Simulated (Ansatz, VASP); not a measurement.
**Au: VASP beside Ansatz**

```
Au
1.0
     0.00000    2.08306    2.08306
     2.08306    0.00000    2.08306
     2.08306    2.08306    0.00000
Au
1
Direct
  0.00000 0.00000 0.00000
```

Alike in both runs: task relaxation of cell and atoms; functional PBE; k mesh 18 × 18 × 18; occupations gaussian, width 0.1 eV; no spin polarisation.

```csv
,VASP,Ansatz
version,VASP 6.6.1,Ansatz 0.2.0
potentials or method,"VASP PAW PBE potentials, release 64 (Au)","scalar-relativistic, plane waves, PAW"
plane-wave cutoff (eV),600,420
valence electrons in the cell,11,19
```

|  | VASP | Ansatz | Ansatz less VASP |
| --- | --- | --- | --- |
| gap on the k mesh at the Fermi level, each at its own relaxed structure (eV) | none | none | - |
| relaxed volume (Å³/atom) | 17.95 | 17.97 | +0.023 |
| relaxed cell length with the largest relative difference (Å) | 2.939 | 2.940 | +0.0013 |

A gap of «none» marks a metal or a gap that the smearing closes. The two sets of potentials don't hold the same shells in valence.

Spin-orbit coupling is left out, which matters for the levels of Au.
